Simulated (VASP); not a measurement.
An input for VASP 6.6.1 (Gd):

Contents of run.py:

```python
from ase import Atoms
from ase.calculators.vasp import Vasp
from ase.dft.bandgap import bandgap

atoms = Atoms(
    ['Gd'],
    cell=[[0.00309, 2.554973, 2.557289], [2.582126, -0.018848, 2.579227], [2.598257, 2.593041, -0.034979]],
    scaled_positions=[[-0.002781, 0.003382, 0.000791]],
    pbc=True,
)
calc = Vasp(
    directory='calc',
    xc='pbe',
    pp='PBE',
    setups='materialsproject',
    prec='Accurate',
    encut=520,
    ediff=1e-06,
    ismear=1,
    sigma=0.1,
    lreal=False,
    lasph=True,
    nelm=100,
    algo='Fast',
    isif=2,
    lwave=False,
    lcharg=True,
    ispin=2,
    lorbit=11,
    lmaxmix=6,
    ldautype=2,
    ldauprint=1,
    ivdw=202,
    lelf=True,
    lvhar=True,
    ldau_luj={'Gd': {'L': 3, 'U': 7, 'J': 0}},
    kpts=[9, 9, 9],
    gamma=True,
    magmom=[0.0],
)
atoms.calc = calc

print('energy (eV):', atoms.get_potential_energy())
print('free energy (eV):', atoms.get_potential_energy(force_consistent=True))
print('forces (eV/A):')
print(atoms.get_forces())
print('stress (eV/A^3, Voigt):', atoms.get_stress())
print('Fermi level (eV):', calc.get_fermi_level())
print('moment (muB):', atoms.get_magnetic_moment())
print('site moments (muB):', atoms.get_magnetic_moments())
gap, top, bottom = bandgap(calc)
print('band gap (eV):', gap, 'from (spin, k, band)', top, 'to', bottom)
```

Potentials or basis: VASP PAW PBE potentials, release 64 (Gd).

Command:

```sh
$ python run.py
```

Q: Does this run start?

A: The run stopped without a result. It printed:

Output:

```text
Traceback (most recent call last):
  ...
ase.calculators.calculator.CalculationFailed: vasp in <dir> returned an error: 1 stderr is in vasp.out
```

OUTCAR:

```text
ENCUT = 520.000000
   EDIFF = 1.00e-06
   GGA = PE
   PREC = Accurate
   ISIF = 2
   ISMEAR = 1
   ISPIN = 2
   LORBIT = 11
   NELM = 100
   IVDW = 202
   LASPH = .TRUE.
   LREAL = .FALSE.
```

Among its messages:

```text
Error: missing parameters C6 for the following elements: Gd. Use flag VDW_C6 or VDW_C6au to define C6 for each atomic type in POSCAR! ---->  I REFUSE TO CONTINUE WITH THIS SICK JOB ... BYE!!! <----
```
